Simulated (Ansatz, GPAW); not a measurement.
## Cu3Al: energy against volume and a worked fit

The structure is cubic, space group Fm-3m (No. 225). The conventional cell has a = 5.776 Å, b = 5.776 Å, c = 5.776 Å, α = 90.00°, β = 90.00°, γ = 90.00°. Cu (site symmetry -43m) has 4 Al at 2.50 Å and 4 Cu at 2.50 Å as nearest neighbours. Cu (site symmetry m-3m) has 8 Cu at 2.50 Å as nearest neighbours. Al (site symmetry m-3m) has 8 Cu at 2.50 Å as nearest neighbours.

The cell comes from a database or a generator and needn't be the stable form of this composition.

The cell was scaled at fixed shape and fractions and run with Ansatz, all-electron LAPW, scalar-relativistic; LDA, k mesh 8 × 8 × 8 on the cell of 4 atoms, fermi-dirac occupations of 0.05 eV, no spin polarisation, no spin-orbit coupling. Energies are those that the program minimises, any entropy of the smearing included. For a metal such a mesh isn't converged to the digits shown.

| V (Å³/atom) | energy over the lowest row (meV/atom) |
| --- | --- |
| 11.3213 | 2.71 |
| 11.5621 | 0.00 |
| 11.8030 | 2.53 |
| 12.0439 | ? |
| 12.2848 | 21.03 |
| 12.5256 | 36.01 |
| 12.7665 | 54.22 |

**Question.** Fit the third-order Birch-Murnaghan form, give V0, B0 and B′, and predict the energy left open.

**Answer.** With y = (V0/V)^(2/3), E = E0 + (9 V0 B0/16) [(y - 1)³ B′ + (y - 1)² (6 - 4y)]. Least squares through the rows shown give V0 = 11.5615 Å³/atom, E0 = 0.00 meV, B0 = 167.4 GPa (1 eV/Å³ = 160.218 GPa) and B′ = 4.77, with a largest miss of 0.01 meV. At V = 12.0439 the form with these constants gives 9.72 meV; the run gave 9.72 meV an atom. Other set-ups at this level, from all their volumes (Å³/atom, GPa): GPAW, the program's PAW data sets (release 1.2.1) made for this functional: V0 11.648, B0 165.7.
